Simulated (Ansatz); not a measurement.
A relaxation computed with Ansatz, from input to last step.

```yaml
crystal:
  lattice:
    - [2.2669352613, -3.9677591797, 0.0]
    - [2.2669352613, 3.9677591797, 0.0]
    - [0.0, 0.0, 7.3743581842]
  atoms:
    - { symbol: Rb, position: [0.8364164395, 0.1635835605, 0.75] }
    - { symbol: Rb, position: [0.1635835605, 0.8364164395, 0.25] }
basis:
  ecutwfc: 420
kpoints:
  mp_grid: { grid: [10, 10, 6] }
hamiltonian:
  xc: pbe
scf:
  occupations: { method: gaussian, width: 0.1 }
output:
  forces: true
  stress: true
  eigenvalues: true
relax:
  adjacent_minimum: "off"
  f_tol: 0.008
  max_steps: 50
  cell: { stress_tol: 0.08, p_target: 4.0 }
```

```bash
ansatz run input.yaml --threads 1 --pin off --max-ram 1331MiB --backend cpu --events-out ev --progress --plain --runs-dir out
```

Level of theory: DFT PBE, scalar-relativistic, plane waves, PAW in Ansatz.

Of 5 frames 4 are shown, positions in Å and forces in eV/Å; the SCF threshold varies from step to step. Steps run on the plane waves of an earlier cell, with a Pulay correction in the pressure. The basis is chosen afresh for the last frame, the zero of the energies, and at times for earlier ones too; energy and pressure step there, also at an unchanged geometry. The relaxation lowers the enthalpy F + PV at the target pressure, so the free energy itself can rise.

```xyz
2
Lattice="2.2669 -3.9678 0.0000 2.2669 3.9678 0.0000 0.0000 0.0000 7.3744" Properties=species:S:1:pos:R:3:forces:R:3 pbc="T T T" step=1 free_energy_over_end_meV_per_atom=-215.65 pressure_GPa=1.62
Rb    2.2669   -2.6696    5.5308    0.0000    0.0009    0.0000
Rb    2.2669    2.6696    1.8436    0.0000   -0.0009    0.0000
2
Lattice="2.2090 -3.8672 0.0000 2.2090 3.8672 0.0000 0.0000 0.0000 7.1843" Properties=species:S:1:pos:R:3:forces:R:3 pbc="T T T" step=2 free_energy_over_end_meV_per_atom=-155.45 pressure_GPa=2.31
Rb    2.2090   -2.6030    5.3882    0.0000    0.0009    0.0000
Rb    2.2090    2.6030    1.7961    0.0000   -0.0009    0.0000
2
Lattice="2.1002 -3.6782 0.0000 2.1002 3.6782 0.0000 0.0000 0.0000 6.8247" Properties=species:S:1:pos:R:3:forces:R:3 pbc="T T T" step=3 free_energy_over_end_meV_per_atom=14.39 pressure_GPa=4.14
Rb    2.1002   -2.4764    5.1186    0.0000    0.0010    0.0000
Rb    2.1002    2.4764    1.7062    0.0000   -0.0010    0.0000
2
Lattice="2.1078 -3.6909 0.0000 2.1078 3.6909 0.0000 0.0000 0.0000 6.8499" Properties=species:S:1:pos:R:3:forces:R:3 pbc="T T T" step=5 free_energy_over_end_meV_per_atom=0.00 pressure_GPa=3.99
Rb    2.1078   -2.4837    5.1374    0.0000    0.0008    0.0000
Rb    2.1078    2.4837    1.7125    0.0000   -0.0008    0.0000
```